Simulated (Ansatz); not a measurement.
## Equation of state of Cs

```
CELL_PARAMETERS angstrom
5.50390 0.00000 0.00000
-2.75195 4.76652 0.00000
0.00000 0.00000 8.90801
ATOMIC_POSITIONS crystal
Cs 0.33333 0.66667 0.25000
Cs 0.66667 0.33333 0.75000
```

The cell was built from the hcp type and relaxed in the same program, and has space group P6_3/mmc; it needn't be a known or the stable phase.

Spin–orbit coupling is left out, though it moves levels of the heavy atoms by tenths of an eV or more.

Levels of theory: DFT, PBE, all-electron LAPW, scalar-relativistic (Ansatz 0.2.0); DFT, PBE, PAW with Ansatz's default frozen-core files, scalar-relativistic (Ansatz 0.2.0).

For LAPW: a Γ-centred 12×12×6 k mesh, Fermi–Dirac smearing of 0.05 eV, basis error target 1 meV/atom, no spin polarisation. PAW takes a cutoff of 420 eV at this cell. The Ansatz runs share mesh, smearing and spin set-up. Plane-wave (PAW) pressures include the program's estimate of the Pulay term.

The cell above is scaled evenly, with fractional coordinates and shape held.

Estimate the equilibrium volume and bulk modulus that all-electron LAPW gives for this fixed shape.

V0 = 117.54 Å³/atom, B0 = 2 GPa, B0′ = 3.5, from a third-order Birch–Murnaghan fit to these pressures:
| V/V(cell) | V (Å³/atom) | P, LAPW (GPa) | P, PAW (GPa) |
| --- | --- | --- | --- |
| 0.9600 | 112.175 | 0.10 | 0.10 |
| 0.9800 | 114.512 | 0.05 | 0.05 |
| 1.0000 | 116.848 | 0.01 | 0.01 |
| 1.0200 | 119.185 | -0.03 | -0.03 |
| 1.0400 | 121.522 | -0.06 | -0.06 |

PAW's V0 lies -0.03 % from the all-electron value and its B0 0.1 %. With shape and internal coordinates held, B0 is an upper bound to the relaxed modulus.
